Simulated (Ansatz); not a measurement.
Relaxation of a periodic cell of 23 atoms, Zr4Si4O15 (host ZrSiO4, host structure I4_1/amd, one O atom removed), to a largest force component of 0.03 eV/Å in at most 60 steps.

Theory: Ansatz 0.2.0, DFT PBEsol, scalar-relativistic, plane waves, PAW. Settings: PAW set soft_1, cutoff 420 eV, k mesh 2x2x2, gaussian smearing 0.02 eV, no spin polarisation.

```xyz
23
Lattice="6.6042 0.0000 0.0000 0.0000 6.6042 0.0000 0.0000 0.0000 5.9796" Properties=species:S:1:pos:R:3
Zr 0.000 3.302 1.495
Zr 0.000 0.000 0.000
Si 0.000 0.000 2.990
Si 3.302 0.000 1.495
O 3.302 2.087 4.904
O 0.000 1.215 1.914
O 4.517 0.000 0.419
O 3.302 1.215 2.571
O 1.215 0.000 4.066
O 3.302 5.389 2.571
O 2.087 3.302 1.076
Zr 3.302 0.000 4.485
Zr 3.302 3.302 2.990
Si 3.302 3.302 0.000
Si 0.000 3.302 4.485
O 0.000 5.389 1.914
O 1.215 3.302 3.409
O 3.302 4.517 4.904
O 5.389 3.302 3.409
O 0.000 4.517 5.560
O 4.517 3.302 1.076
O 0.000 2.087 5.560
O 5.389 0.000 4.066
```

Where does it end, and by what steps?

The run converged. Limits of this set-up: coarse k mesh, PAW files made for another functional. After 5 steps the energy has fallen by 0.417 eV; Si4 moved furthest, 0.24 Å.

```json
{"step": "0", "energy less start (eV)": "0.0000", "largest force component (eV/Å)": "2.296", "accepted": "yes"}
{"step": "1", "energy less start (eV)": "-0.2762", "largest force component (eV/Å)": "1.409", "accepted": "yes"}
{"step": "2", "energy less start (eV)": "-0.3939", "largest force component (eV/Å)": "0.384", "accepted": "yes"}
{"step": "3", "energy less start (eV)": "-0.4107", "largest force component (eV/Å)": "0.231", "accepted": "yes"}
{"step": "4", "energy less start (eV)": "-0.4160", "largest force component (eV/Å)": "0.047", "accepted": "yes"}
{"step": "5", "energy less start (eV)": "-0.4166", "largest force component (eV/Å)": "0.014", "accepted": "yes"}
```

```xyz
23
Lattice="6.6042 0.0000 0.0000 0.0000 6.6042 0.0000 0.0000 0.0000 5.9796" Properties=species:S:1:pos:R:3
Zr 0.008 3.302 1.513
Zr -0.045 0.000 0.044
Si 0.066 0.000 3.029
Si 3.099 0.000 1.368
O 3.300 2.075 4.893
O 0.065 1.212 1.933
O 4.487 0.000 0.408
O 3.266 1.213 2.536
O 1.240 0.000 4.180
O 3.266 5.391 2.536
O 2.084 3.302 1.068
Zr 3.351 0.000 4.415
Zr 3.299 3.302 2.970
Si 3.310 3.302 -0.010
Si 0.003 3.302 4.502
O 0.065 5.392 1.933
O 1.219 3.302 3.417
O 3.300 4.529 4.893
O 5.389 3.302 3.415
O 0.009 4.526 5.586
O 4.534 3.302 1.072
O 0.009 2.078 5.586
O 5.423 0.000 4.071
```

Whether the end is a true minimum wasn't checked by a vibrational analysis.

Time of the run: 21 s on 2 threads of Arm Neoverse V2, on a shared host, peak memory 0.66 GiB.
